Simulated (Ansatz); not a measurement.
# B: the cost of one run

Program: Ansatz 0.2.0. Level of theory: DFT PBE, scalar-relativistic, plane waves, PAW. These are calculated values, not measurements.

**1. The structure to begin with**

The structure is orthorhombic, space group Cccm (No. 66). The conventional cell has a = 3.108 Å, b = 5.176 Å, c = 5.908 Å, α = 90.00°, β = 90.00°, γ = 90.00°. B (site symmetry 222) has 4 B at 1.72 Å as nearest neighbours. B (site symmetry m) has 5 B at 1.72 to 1.78 Å as nearest neighbours.

As a file:

```
B
1.0
     1.55424   -2.58776    0.00000
     1.55424    2.58776    0.00000
     0.00000    0.00000    5.90819
B
6
Cartesian
  1.5542 0.0000 4.4311
  1.5542 0.0000 1.4770
  0.7830 -0.4242 2.9541
  2.3255 0.4242 2.9541
  0.7830 0.4242 0.0000
  2.3255 -0.4242 0.0000
```

It is the end of an earlier relaxation with the same method, from a generated guess; it is a trial structure. At a tolerance of 0.05 Å it has space group Cccm (No. 66); it has 7.92 Å³/atom, an uncorrected energy of +0.44 eV/atom over the standard state.

**2. Electronic structure at the relaxed geometry**

input.yaml reads:

```yaml
crystal:
  lattice:
    - [1.5542422481, -2.5877574945, 0.0]
    - [1.5542422481, 2.5877574945, 0.0]
    - [0.0, 0.0, 5.9081922328]
  atoms:
    - { symbol: B, position: [0.5, 0.5, 0.75] }
    - { symbol: B, position: [0.5, 0.5, 0.25] }
    - { symbol: B, position: [0.3338661501, 0.169926408, 0.5] }
    - { symbol: B, position: [0.6661338499, 0.830073592, 0.5] }
    - { symbol: B, position: [0.169926408, 0.3338661501, 0.0] }
    - { symbol: B, position: [0.830073592, 0.6661338499, 0.0] }
basis:
  ecutwfc: 420
kpoints:
  mp_grid: { grid: [14, 14, 6] }
  band_path:
    path:
      - [[0.0, 0.0, 0.0], [-0.5, 0.5, 0.0], [-0.34018416, 0.65981584, 0.0]]
      - [[0.34018416, 0.34018416, 0.0], [0.0, 0.0, 0.0], [0.0, 0.0, 0.5], [0.34018416, 0.34018416, 0.5]]
      - [[-0.34018416, 0.65981584, 0.5], [-0.5, 0.5, 0.5], [-0.5, 0.5, 0.0]]
      - [[0.0, 0.0, 0.0], [0.0, 0.5, 0.0], [0.0, 0.5, 0.5], [0.0, 0.0, 0.5], [-0.5, 0.5, 0.5]]
    npoints: 14
hamiltonian:
  xc: pbe
scf:
  occupations: { method: gaussian, width: 0.1 }
  n_extra_bands: 15
output:
  forces: true
  stress: true
  eigenvalues: true
  populations: true
  dos: { projected: true, de: 0.02, nscf_kmesh: { grid: [17, 17, 8] } }
  bader: true
  write_density: true
  write_potential: true
  elf: true
  volumetric_format: npy
```

On the command line:

```bash
> ansatz run input.yaml --threads 1 --pin off --max-ram 2560MiB --backend cpu --events-out ev --progress --plain --runs-dir out
```

**Question.** How long does this run take on 1 thread of Intel Xeon Platinum 8259CL at 2.50GHz (Skylake/Cascade Lake), shared host, and how much memory does it need?

About 2.5 min, with a peak of 0.55 GiB.
